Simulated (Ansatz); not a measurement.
# O: how the settings move a single-point run

How sensitive is a single-point run of O to its settings? A reference run comes first, then one run with altered input.

Program: Ansatz 0.2.0. Level of theory: reference: DFT, PBE, PAW with Ansatz's default frozen-core files, scalar-relativistic. These are calculated values, not measurements.

## (1) The system as given

It takes space group C2/m (No. 12, monoclinic). Conventional cell: a = 5.703 Å, b = 3.325 Å, c = 4.363 Å, α = 90.00°, β = 123.29°, γ = 90.00°. O (site symmetry m) has 1 O at 1.22 Å as nearest neighbours.

Coordinates:

```
O
1.0
     2.85140   -1.66242    0.00000
     0.45691   -1.66242    3.64705
    -2.85140   -4.98725    0.00000
O
4
Cartesian
  -0.2274 -6.6497 0.5674
  -0.2274 -3.3248 0.5674
  0.6843 -4.9872 3.0797
  0.6843 -1.6624 3.0797
```

## (2) The reference run

input.yaml reads:

```yaml
crystal:
  lattice:
    - [2.8514028533, -1.66241594, 0.0]
    - [0.4569114499, -1.66241594, 3.6470501824]
    - [-2.8514028533, -4.98724782, 0.0]
  atoms:
    - { symbol: O, position: [0.882606725, 0.15557402, 0.987273085], spin: 1.0 }
    - { symbol: O, position: [0.382606725, 0.15557402, 0.487273085], spin: 1.0 }
    - { symbol: O, position: [0.617393275, 0.84442598, 0.512726915], spin: 1.0 }
    - { symbol: O, position: [0.117393275, 0.84442598, 0.012726915], spin: 1.0 }
magnetization:
  spin_polarized: true
kpoints:
  mp_grid: { grid: [8, 7, 5] }
scf:
  occupations: { method: fermi_dirac, width: 0.05 }
  lower_state_search: "off"
hamiltonian:
  xc: pbe
  pseudopotentials: { kind: paw }
output:
  forces: true
  stress: true
  eigenvalues: true
  populations: true
  write_density: true
  write_potential: true
  elf: true
  volumetric_format: npy
```

Launch:

```console
> ansatz run input.yaml --threads 2 --pin off --max-ram 6144MiB --backend cpu --events-out ev --progress --plain --runs-dir out
```

## (3) Variant: preconditioner none

Edit input.yaml of step 2 so:

```diff
@@ -17,2 +17,3 @@
   lower_state_search: "off"
+  mixing: { preconditioner: none }
 hamiltonian:
@@ -25,5 +26 @@
   populations: true
-  write_density: true
-  write_potential: true
-  elf: true
-  volumetric_format: npy
```

**Question.** What will these runs give? Wanted: for each run, ending; energy change; pressure; abs. moment; force.

As calculated:

| run | ending | energy change | pressure (GPa) | abs. moment (μB) | force (eV/Å) | cycles | time |
| --- | --- | --- | --- | --- | --- | --- | --- |
| reference | converged | 0 | 0.7 | 4.07 | 0.35 | 10 | 12 s |
| 1: preconditioner none | converged | 0.0 meV/atom | 0.7 | 4.07 | 0.35 | 10 | 10 s |

Times don't compare one to one where runs were asked for different outputs or read a saved state (see the inputs); cycles may leave out searches for a lower state.

Residual by cycle in the longest SCF loop of each run; runs are numbered as in the table. The quantity is the density residual dr2, in eV.

| cycle | reference | run 1 |
| --- | --- | --- |
| 1 | 1.16 | 1.16 |
| 2 | 0.352 | 0.352 |
| 3 | 0.0112 | 0.0112 |
| 4 | 6.8e-4 | 6.8e-4 |
| 5 | 1.7e-4 | 1.7e-4 |
| 6 | 5.5e-5 | 5.5e-5 |
| 7 | 1.3e-6 | 1.3e-6 |
| 8 | 3.5e-7 | 3.5e-7 |
| 9 | 2.8e-7 | 2.8e-7 |
| 10 | 1.5e-10 | 1.5e-10 |

Energy and cycle count are those of the reference, so the change (mixing) left the result and the number of cycles as they were.
